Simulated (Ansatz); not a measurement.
# How the conductance of RuAl/MgO/V changes with thickness, part 2 of 6

Wanted: T(E), the conductance and its decay constant for RuAl/MgO/V. The lower electrode is RuAl B2(001), the upper one V bcc(001); the barrier is MgO rock salt(001) (non-polar). In the first transport cell, after relaxation, the nearest pair of electrode and barrier is Al–O at 2.02 Å, along the normal, at the lower face and V–O at 2.12 Å, along the normal, at the upper one. All share a net of side 3.003 Å, which strains the lower electrode by +0.1 %, the upper one by +0.8 % and the barrier by -0.1 %, against typed lattice constants near PBE's. The first steps treat the bulk electrodes alone.

Ansatz 0.2.0; PBE DFT, plane waves, PAW files (the session's first sound run).

So far: The structure; Layer spacing of the electrode, electrode RuAl B2(001), k-mesh 12×12×10; The strained electrode, electrode V bcc(001), k-mesh 12×12×11.

The structure was built from a prototype and need not be the compound's stable phase.

## 4. Relaxation

System of this step: RuAl/MgO/V. The cell holds 16 atoms: 2 Ru, 2 Al, 4 O, 4 Mg and 4 V. Its edges and angles: a = 3.003 Å, b = 3.003 Å, c = 35.481 Å, α = 90.0°, β = 90.0°, γ = 90.0°. Vacuum lies along c.

The starting distances are typed guesses, too rough for a quantity that is exponential in distance. A short slab in vacuum serves: only the barrier and the layers next to it are taken over, and later cells can add or drop layers in the barrier's middle. The dipole correction removes the field that unlike faces would set up across the vacuum.

Input file input.yaml:

```yaml
crystal:
  lattice:
    - [3.003, 0.0, 0.0]
    - [0.0, 3.003, 0.0]
    - [0.0, 0.0, 35.4809725058]
  atoms:
    - { symbol: Ru, position: [0.0, 0.0, 0.225472963] }
    - { symbol: Al, position: [0.5, 0.5, 0.2677195502] }
    - { symbol: Ru, position: [0.0, 0.0, 0.3099661374] }
    - { symbol: Al, position: [0.5, 0.5, 0.3522127247] }
    - { symbol: O, position: [0.5, 0.5, 0.4063262358] }
    - { symbol: Mg, position: [0.0, 0.0, 0.4063262358] }
    - { symbol: O, position: [0.0, 0.0, 0.4662482358] }
    - { symbol: Mg, position: [0.5, 0.5, 0.4662482358] }
    - { symbol: O, position: [0.5, 0.5, 0.5261702358] }
    - { symbol: Mg, position: [0.0, 0.0, 0.5261702358] }
    - { symbol: O, position: [0.0, 0.0, 0.5860922358] }
    - { symbol: Mg, position: [0.5, 0.5, 0.5860922358] }
    - { symbol: V, position: [0.0, 0.0, 0.6492246655] }
    - { symbol: V, position: [0.5, 0.5, 0.6909921227] }
    - { symbol: V, position: [0.0, 0.0, 0.7327595798] }
    - { symbol: V, position: [0.5, 0.5, 0.774527037] }
kpoints:
  mp_grid: { grid: [8, 8, 1] }
scf:
  occupations: { method: fermi_dirac, width: 0.1 }
  max_iter: 150
hamiltonian:
  xc: pbe
efield:
  axis: 3
  dipole_correction: true
relax:
  f_tol: 0.04
  max_steps: 60
output:
  forces: true
```

Launch:

```console
$ ansatz run input.yaml --threads 4 --pin off --max-ram 12288MiB --backend cpu --events-out ev --progress --plain --runs-dir out
```

Numbers of over 12 decimals in the logs are rounded to 6 here.

The program printed:

```text
[...]
Crystal: 16 atoms, lattice volume = 319.968 Å³
Basis set: ecut = 420 eV, 6135 PW (Γ), exchange–correlation on 48×48×480 points (8 copies of the dense FFT grid, shifted against one another)
Bands: 93, of which v1, the nominal top of the filled ones, is band 77 counted from 1 (76 counted from 0)
Symmetry: 8 space group operations
[...]
k-points: 15 of 64
[...]
SCF iter   1: F=—  HF=-34455.983641 eV  |F-HF|=—  |Δ(HF+E_count)|=         —  Δρ=2.71e-2  dr2=5.50e1  ethr=1.77e-3  p=0.030 e·Å  D=1.67e-2 V/Å  ΔV_dip=-0.59 eV  dr2_dipole=4.51e1  V_vac-E_F(+/−)=3.96/4.53 eV  ⟨swp⟩=9.1  Hψ=6487  notcnv=0
efield: sawtooth ramp at fractional position 0.9500 (placed from the atoms, in the widest stretch of the axis that holds none; the zero of the levels goes with the place), width 0.1000; the density the first Hamiltonian is built on has a dipole p = 0.030 e·Å; the dipole correction subtracts the counter field D = 1.67e-2 V/Å, which shifts the + side's vacuum level by -0.59 eV against the − side's; the planar-averaged density in the ramp window peaks in size at 1.6e-4 e/Å³
[...]
SCF iter   2: F=—  HF=-34455.747849 eV  |F-HF|=—  |Δ(HF+E_count)|=   2.36e-1  Δρ=6.47e-3  dr2=5.08e-1  ethr=1.77e-3  p=0.026 e·Å  D=1.50e-2 V/Å  ΔV_dip=-0.53 eV  dr2_dipole=2.52e-1  V_vac-E_F(+/−)=3.80/4.33 eV  ⟨swp⟩=2.7  Hψ=1803  notcnv=0
[...]
SCF iter   7: F=-34455.756636 eV  HF=-34455.756663 eV  |F-HF|=2.71e-5  |Δ(HF+E_count)|=   8.73e-6  Δρ=7.03e-5  dr2=3.69e-5  ethr=2.60e-8  p=0.025 e·Å  D=1.43e-2 V/Å  ΔV_dip=-0.51 eV  dr2_dipole=1.63e-5  V_vac-E_F(+/−)=3.84/4.35 eV  ⟨swp⟩=4.1  Hψ=5814  notcnv=0
WARN: efield: at this solve's end the planar-averaged density reaches 1.72e-5 e/Å³ inside the ramp window [0.9218, 0.0782] (bound 1e-5 e/Å³), and -8.08e-6 e/Å³ on another of its planes; by the running means of the window's planes the mean density over a ramp is at most 1.15e-5 e/Å³, which is held to the bound (the quickstart, § The vacuum guard, A window that rings); the window's nearer edge stands 5.23 Å from this s [...]
SCF 1 converged in 7 iterations: F = -34455.756636 eV  dr2 = 3.69e-5
[...]
relax step   1: F+E_penalty+E_count = -34455.75663566 eV  Δ(F+E_penalty+E_count) = +0.000e0 eV  max|allowed force component| = 2.705e0 eV/Å  Δτ_max = 0.0000 Å  (7 SCF iters, dr2 threshold 4.00e-5 eV, accepted)
[...]
SCF iter   1: F=—  HF=-34456.619742 eV  |F-HF|=—  |Δ(HF+E_count)|=         —  Δρ=3.64e-2  dr2=5.68e1  ethr=3.10e-3  p=0.025 e·Å  D=1.43e-2 V/Å  ΔV_dip=-0.51 eV  dr2_dipole=1.72e1  V_vac-E_F(+/−)=3.88/4.38 eV  ⟨swp⟩=6.0  Hψ=3684  notcnv=0
efield: sawtooth ramp at fractional position 0.9500 (handed on by an earlier solve), width 0.1000; the density the first Hamiltonian is built on has a dipole p = 0.025 e·Å; the dipole correction subtracts the counter field D = 1.43e-2 V/Å, which shifts the + side's vacuum level by -0.51 eV against the − side's; the planar-averaged density in the ramp window peaks in size at 8.7e-6 e/Å³
[...]
SCF iter   2: F=—  HF=-34456.212671 eV  |F-HF|=—  |Δ(HF+E_count)|=   4.07e-1  Δρ=1.27e-2  dr2=1.46e0  ethr=3.10e-3  p=0.044 e·Å  D=2.51e-2 V/Å  ΔV_dip=-0.89 eV  dr2_dipole=1.12e0  V_vac-E_F(+/−)=3.41/4.30 eV  ⟨swp⟩=2.2  Hψ=1792  notcnv=0
[...]
SCF iter   8: F=-34456.165435 eV  HF=-34456.165458 eV  |F-HF|=2.26e-5  |Δ(HF+E_count)|=   2.72e-5  Δρ=6.63e-5  dr2=4.57e-5  ethr=6.49e-8  p=0.029 e·Å  D=1.62e-2 V/Å  ΔV_dip=-0.58 eV  dr2_dipole=6.41e-7  V_vac-E_F(+/−)=3.79/4.36 eV  ⟨swp⟩=3.6  Hψ=5081  notcnv=0
SCF 2 converged in 8 iterations: F = -34456.165435 eV  dr2 = 4.57e-5
relax step   2: F+E_penalty+E_count = -34456.16543518 eV  Δ(F+E_penalty+E_count) = -4.088e-1 eV  max|allowed force component| = 5.670e-1 eV/Å  Δτ_max = 0.1959 Å  (8 SCF iters, dr2 threshold 1.00e-4 eV, accepted)
SCF iter   1: F=—  HF=-34456.455271 eV  |F-HF|=—  |Δ(HF+E_count)|=         —  Δρ=2.53e-2  dr2=2.25e1  ethr=3.10e-3  p=0.029 e·Å  D=1.62e-2 V/Å  ΔV_dip=-0.58 eV  dr2_dipole=6.72e-1  V_vac-E_F(+/−)=3.87/4.44 eV  ⟨swp⟩=4.1  Hψ=3260  notcnv=0
[...]
SCF iter   8: F=-34456.234807 eV  HF=-34456.234808 eV  |F-HF|=5.61e-7  |Δ(HF+E_count)|=   2.28e-5  Δρ=4.10e-5  dr2=1.72e-5  ethr=1.30e-8  p=0.031 e·Å  D=1.76e-2 V/Å  ΔV_dip=-0.63 eV  dr2_dipole=6.48e-7  V_vac-E_F(+/−)=3.75/4.38 eV  ⟨swp⟩=5.0  Hψ=4700  notcnv=0
SCF 3 converged in 8 iterations: F = -34456.234807 eV  dr2 = 1.72e-5
relax step   3: F+E_penalty+E_count = -34456.23480710 eV  Δ(F+E_penalty+E_count) = -6.937e-2 eV  max|allowed force component| = 2.142e-1 eV/Å  Δτ_max = 0.1395 Å  (8 SCF iters, dr2 threshold 2.01e-5 eV, accepted)
[...]
relax step   4: F+E_penalty+E_count = -34456.23855862 eV  Δ(F+E_penalty+E_count) = -3.752e-3 eV  max|allowed force component| = 2.807e-1 eV/Å  Δτ_max = 0.0855 Å  (8 SCF iters, dr2 threshold 2.87e-6 eV, accepted)
[...]
relax step   5: F+E_penalty+E_count = -34456.24946727 eV  Δ(F+E_penalty+E_count) = -1.091e-2 eV  max|allowed force component| = 8.127e-2 eV/Å  Δτ_max = 0.0343 Å  (7 SCF iters, dr2 threshold 1.12e-5 eV, accepted)
SCF iter   1: F=—  HF=-34456.251375 eV  |F-HF|=—  |Δ(HF+E_count)|=         —  Δρ=2.16e-3  dr2=1.56e-1  ethr=6.43e-4  p=0.030 e·Å  D=1.71e-2 V/Å  ΔV_dip=-0.61 eV  dr2_dipole=1.14e-2  V_vac-E_F(+/−)=3.76/4.37 eV  ⟨swp⟩=2.2  Hψ=1950  notcnv=0
[...]
SCF iter   8: F=-34456.250202 eV  HF=-34456.250202 eV  |F-HF|=3.17e-8  |Δ(HF+E_count)|=   1.87e-7  Δρ=2.95e-6  dr2=9.30e-8  ethr=6.49e-11  p=0.030 e·Å  D=1.69e-2 V/Å  ΔV_dip=-0.60 eV  dr2_dipole=3.03e-8  V_vac-E_F(+/−)=3.77/4.37 eV  ⟨swp⟩=5.0  Hψ=4766  notcnv=0
SCF 6 converged in 8 iterations: F = -34456.250202 eV  dr2 = 9.30e-8
relax step   6: F+E_penalty+E_count = -34456.25020161 eV  Δ(F+E_penalty+E_count) = -7.343e-4 eV  max|allowed force component| = 2.026e-2 eV/Å  Δτ_max = 0.0108 Å  (8 SCF iters, accepted)
SCF converged after 8 iterations
Free energy (F): -34456.250202 eV
[...]
Internal energy: -34455.881232 eV  (E = F + TS)
E sigma→0 (E₀):  -34456.065717 eV
Entropy (-TS):   -0.368969 eV (-23.061 meV/atom)
Fermi energy:    6.722276 eV
Dipole field:    D = 0.017053 V/Å  (p = 0.030153 e·Å, saw-weighted, corrected)
Work function:   Φ+ = 3.7655 eV   Φ− = 4.3706 eV
Levels:          The Fermi level and band energies are counted from a zero that moves with the ramp; work functions are not
[...]
--- Forces (eV/Å), atoms counted from 1 ---
  atom   1  Ru     0.00000000     0.00000000    -0.00393570
  atom   2  Al     0.00000000     0.00000000     0.00238866
  atom   3  Ru     0.00000000     0.00000000     0.00807475
  atom   4  Al     0.00000000     0.00000000    -0.01330379
  atom   5  O     -0.00000000     0.00000000     0.01401797
  atom   6  Mg    -0.00000000     0.00000000    -0.00413492
  atom   7  O     -0.00000000     0.00000000     0.00519947
  atom   8  Mg    -0.00000000     0.00000000    -0.00517226
  atom   9  O     -0.00000000     0.00000000     0.01552893
  atom  10  Mg    -0.00000000     0.00000000    -0.01936132
  atom  11  O     -0.00000000     0.00000000     0.02026232
  atom  12  Mg    -0.00000000     0.00000000    -0.01596226
  atom  13  V      0.00000000     0.00000000    -0.00568169
  atom  14  V     -0.00000000     0.00000000     0.00365946
  atom  15  V      0.00000000     0.00000000    -0.00156110
  atom  16  V      0.00000000     0.00000000    -0.00003832
  max |Σ_I F_I| component: 1.98e-5 eV/Å
--- Relaxed structure (6 steps of the walk, 6 accepted, 0 SCFs on fresh bases) ---
  F+E_penalty+E_count = -34456.25020161 eV   max|allowed force component| = 2.026e-2 eV/Å
  atoms:
    - { symbol: Ru, position: [0, 0.0, 0.231080] }
    - { symbol: Al, position: [0.5, 0.5, 0.271401] }
    - { symbol: Ru, position: [0, 0.0, 0.315560] }
    - { symbol: Al, position: [0.5, 0.5, 0.350885] }
    - { symbol: O, position: [0.5, 0.5, 0.407883] }
    - { symbol: Mg, position: [0, 0.0, 0.406750] }
    - { symbol: O, position: [0, 0.0, 0.467157] }
    - { symbol: Mg, position: [0.5, 0.5, 0.467989] }
    - { symbol: O, position: [0.5, 0.5, 0.527519] }
    - { symbol: Mg, position: [0, 0.0, 0.527713] }
    - { symbol: O, position: [0, 0.0, 0.586813] }
    - { symbol: Mg, position: [0.5, 0.5, 0.589020] }
    - { symbol: V, position: [0, 0.0, 0.646677] }
    - { symbol: V, position: [0.5, 0.5, 0.683713] }
    - { symbol: V, position: [0, 0.0, 0.727414] }
    - { symbol: V, position: [0.5, 0.5, 0.764975] }
```

Elapsed: 40 s, on 4 threads of Intel Xeon Platinum 8488C (Sapphire Rapids), shared host; peak memory 1.1 GiB; 2.5 min of CPU time.

The steps of the relaxation:

```csv
step,energy less that of the first step (eV),largest force component (eV/Å)
1,0.0000,2.7049
2,-0.4088,0.5670
3,-0.4782,0.2142
4,-0.4819,0.2807
5,-0.4928,0.0813
6,-0.4936,0.0203
```

Forces are held to the 8 operations that the run works with; a distortion that breaks them can't arise in this run.

The atoms that moved most (Å):

```csv
atom,dx,dy,dz,length
V16,0.000,0.000,-0.339,0.339
V14,0.000,0.000,-0.258,0.258
Ru1,0.000,0.000,0.199,0.199
Ru3,0.000,0.000,0.198,0.198
V15,0.000,0.000,-0.190,0.190
Al2,0.000,0.000,0.131,0.131
Mg12,0.000,0.000,0.104,0.104
V13,0.000,0.000,-0.090,0.090
```

This step gave:

| Quantity | Value |
| --- | --- |
| free energy | -34456.2502 eV |
| Fermi energy | 6.722 eV |

The largest force component on a free atom ends at 0.020 eV/Å. At one or more of this run's solves the program warned of density in the dipole ramp over its bound, where dipole, forces and levels can be off.

(Continued in part 3 of 6.)

[Logs are printed without paths, hosts, clocks, repeated set-up lines and the standing remarks that a program may print on its own settings, such as how far it seeks lower states.]

[Hosts, paths, dates, database ids (printed as entryN), source tags and the programs' standing remarks are cut or masked in the printed files.]
